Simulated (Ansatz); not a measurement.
# AgCl

```
CELL_PARAMETERS angstrom
0.00000 2.77315 2.77315
2.77315 0.00000 2.77315
2.77315 2.77315 0.00000
ATOMIC_POSITIONS crystal
Ag 0.50000 0.50000 0.50000
Cl 0.00000 0.00000 0.00000
```

Atom numbers follow the list: Ag1, Cl2.

Conventional cell: a = 5.546 Å, b = 5.546 Å, c = 5.546 Å, α = 90.00°, β = 90.00°, γ = 90.00°. Around Ag (atom 1) lie 6 Cl at 2.77 Å. Around Cl (atom 2) lie 6 Ag at 2.77 Å.

The geometry is COD entry 9011666, unchecked; take it as a test cell.

Levels of theory: DFT, PBEsol, all-electron LAPW, scalar-relativistic (Ansatz 0.2.0); DFT, PBEsol, PAW with Ansatz's default frozen-core files, scalar-relativistic (Ansatz 0.2.0).

For LAPW: a Γ-centred 9×9×9 k mesh, Fermi–Dirac smearing of 0.01 eV, basis error target 0.5 meV/atom, no spin polarisation. PAW takes a cutoff of 420 eV at this cell (files made with PBE, cores remade for this functional). The Ansatz runs share mesh, smearing and spin set-up. Values come from LAPW unless marked.

```json
{
  "Pressure at this cell": "-2.64 GPa",
  "Band gap": "0.73 eV, indirect from L (0.5, 0.5, 0.5) to Γ",
  "Smallest direct gap on the path": "2.85 eV",
  "Löwdin charges (with 0.09 e of the cell spilling out of the atomic basis, so their sizes and signs hang on that basis)": "Ag1 0.56, Cl2 -0.47 e",
  "Bader charges (from the PAW run)": "Ag1 +0.56, Cl2 -0.56 e",
  "Volume per atom": "21.33 Å³"
}
```
